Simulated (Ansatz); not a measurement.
**V under changes of volume**

One of the cells (13.872 Å³/atom); the others are scaled copies at fixed shape and fractional positions:

```
V
1.0
     2.60429    0.00000    0.00000
    -1.30215    2.25538    0.00000
     0.00000    0.00000    4.72334
V
2
Direct
  0.33333 0.66667 0.25000
  0.66667 0.33333 0.75000
```

This isn't the form of V at room conditions, which is bcc.

| Property | Result |
| --- | --- |
| Program | Ansatz 0.2.0 |
| Functional | PBEsol |
| Potentials or basis | JTH PAW |
| Cutoff | 1410 eV (not typed: the program's choice for these potentials) |
| k mesh | 12 × 12 × 6 |
| Occupations | fermi-dirac, width 0.05 eV |
| Spin | collinear spin, ferromagnetic start |
| Starting moments | [2.0, 2.0] μB |

```tsv
volume (Å³/atom)	energy over the lowest point (meV/atom)	pressure (GPa)
13.039	4.39	4.8
13.317	0.00	0.7
13.594	2.46	-3.1
13.872	11.10	-6.5
14.149	25.33	-9.5
14.427	44.58	-12.3
14.704	?	?
```

Question: What does the run at 14.704 Å³/atom give?

Answer: Energy over the lowest point 68.37 meV/atom; pressure -14.8 GPa.

Worked out: A Birch-Murnaghan fit of order 3 (a polynomial in V^(-2/3)) to the other rows has its minimum at 13.35 Å³/atom with B0 = V·E''(V) = 188 GPa and B' = 4.0 at fixed shape and positions, which overstates the stiffness. It gives 68.31 meV/atom at 14.704 Å³/atom, against the run's 68.37, and -dE/dV = -14.9 GPa, against -14.8.

Energies are extrapolated to zero smearing.

Caveats: the starting moments weren't kept.
